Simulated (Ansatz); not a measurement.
## Stationary points along a deformation path in S

The calculation used Ansatz 0.2.0, DFT PBE+D3(BJ), scalar-relativistic, plane waves, PAW. The runs took a 420 eV cutoff, a Γ-centred 22×22×22 mesh and Gaussian smearing (0.15 eV). No spin polarisation. Energies are free energies at this smearing, counted from the undisturbed cell; pressure is positive in compression.

The starting cell (as given, not relaxed at this level; it stands at -3.9 GPa; this fcc form isn't the usual structure):

```
S
1.0
     0.00000    1.99435    1.99435
     1.99435    0.00000    1.99435
     1.99435    1.99435    0.00000
S
1
Direct
  0.00000 0.00000 0.00000
```

At fixed volume and fractional coordinates, lengths along (0.000, 0.000, 1.000) are scaled against those across it; ρ is that ratio over its starting value. V = 15.865 Å³/atom. Δσ is the stress along the axis less the mean stress across it (compression positive).

```
    ρ  ΔE (meV/atom)  Δσ (GPa) space group
0.650         -149.7      7.89       I4/mmm
0.707         -171.5      0.01        Im-3m
0.780         -138.1    -10.11       I4/mmm
0.850          -70.2    -12.50       I4/mmm
0.920          -16.6     -6.62       I4/mmm
0.960           -3.6     -2.75       I4/mmm
1.000            0.0      0.00        Fm-3m
1.050           -5.6      3.95       I4/mmm
1.100          -25.2      8.78       I4/mmm
1.200          -95.7     14.52       I4/mmm
1.300         -184.0     19.08       I4/mmm
1.414         -299.7     21.34       I4/mmm
1.500         -384.0     22.53       I4/mmm
```

Q: How does the stress give the slope of the energy, and where is the energy stationary?

A: Along the path d ln(length) is 2/3 d ln ρ on the axis and −1/3 d ln ρ across it, so dE/d ln ρ = −(2/3) V Δσ: the energy falls with ρ where Δσ is positive. Δσ vanishes or changes sign at ρ = 0.707 (Im-3m), a minimum at -171.5 meV/atom; at ρ = 1.000 (Fm-3m), a maximum at 0.0 meV/atom. Pairs of stationary points between two samples would go unseen, and could change a minimum read from distant neighbours into a maximum. At ρ = 0.707, 1.000 the cell is cubic, where symmetry alone makes the stress isotropic and the slope zero.

Q: Which shear constant sets the curvature at ρ = 1?

A: For a cubic crystal E/V = (2/3) C (ln ρ)² with C = C′ = (C11 − C12)/2, so Δσ = −2C ln ρ. The parabola of Δσ against ln ρ through ρ = 0.960, 1 and 1.050 gives C ≈ -37 GPa with the ions clamped, rough because the steps are large. It is the stress–strain coefficient at this cell's pressure of -3.9 GPa, not the zero-pressure constant. It is negative, so the cubic cell is unstable to this shear.

Q: Integrate that slope from ρ = 1 to 1.200 by the trapezoid rule.

A: With V/N in Å³ and 1 eV/Å³ = 160.2 GPa the slopes at ρ = 1.000, 1.050, 1.100, 1.200 are 0, -261, -580, -958 meV/atom per unit of ln ρ. The steps add (-6.4) + (-19.5) + (-66.9) = -92.8 meV/atom, against -95.7 from the energies; the trapezoid rule misses the curvature of the slope within each step.

Q: Is the start the lowest point of the path?

A: No: ρ = 1.500 lies 384.0 meV/atom lower, with no sampled rise above the start on the way. Volume and inner coordinates are held, so a relaxed structure there would lie lower still.

In a metal these slopes depend on the k mesh and the smearing.